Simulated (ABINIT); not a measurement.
Runs of ABINIT 10.8.3 (patched build) on BN. It takes space group P6_3/mmc (No. 194, hexagonal). Conventional cell: a = 2.498 Å, b = 2.498 Å, c = 6.636 Å, α = 90.00°, β = 90.00°, γ = 120.00°. N (site symmetry -6m2) has 3 B at 1.44 Å as nearest neighbours. B (site symmetry -6m2) is surrounded by 3 N at 1.44 Å. 

```tsv
task	level	potentials or basis	k mesh	cutoff (eV)	fine-grid cutoff	mesh quality	gap on the mesh (eV)	pressure (GPa)
band structure	LDA	PseudoDojo NC SR LDA v0.4.1 standard	12 × 12 × 4	1143	-	not flagged	4.13	-2.9
single point	LDA	JTH PAW LDA v2.0	16 × 16 × 5	680	1278.94 eV	not flagged	(a)	-
band structure	SOGGA	JTH PAW PBE v2.0	12 × 12 × 4	707	1306.15 eV	not flagged	4.15	2.4
band structure	rPW86PBE	JTH PAW PBE v2.0	12 × 12 × 4	707	1306.15 eV	not flagged	4.33	6.9
band structure	PBEsol	JTH PAW PBE v2.0	12 × 12 × 4	707	1306.15 eV	not flagged	(b)	2.6
single point	r2SCAN	JTH PAW PBE v2.0	5 × 5 × 2	844	1442.2 eV	coarse	5.33	5.0
band structure	HCTH407	JTH PAW PBE v2.0	12 × 12 × 4	707	1306.15 eV	not flagged	4.71	6.0
single point	LDA	JTH PAW LDA v2.0	5 × 5 × 2	680	1278.94 eV	coarse	4.51	-
single point	PBEsol	JTH PAW PBE v2.0	5 × 5 × 2	707	1306.15 eV	coarse	4.59	2.6
```

Alike in all rows: no spin polarisation; cell as given; smearing fermi-dirac 0.05 eV.

Estimate the missing entries.

(a) 4.05; (b) 4.17.

Caveats: some runs use coarse meshes; the atomic spheres overlap (some runs); the PAW data sets were made with another functional, which shifts forces and pressure a little (some runs); an odd mesh through Γ misses points on the zone boundary, where band edges often lie (some runs); this functional lacks dispersion, which binds the layers, so the pressure and a relaxed spacing across them are unreliable (some runs).

Runs at the PBE level aren't shown here.
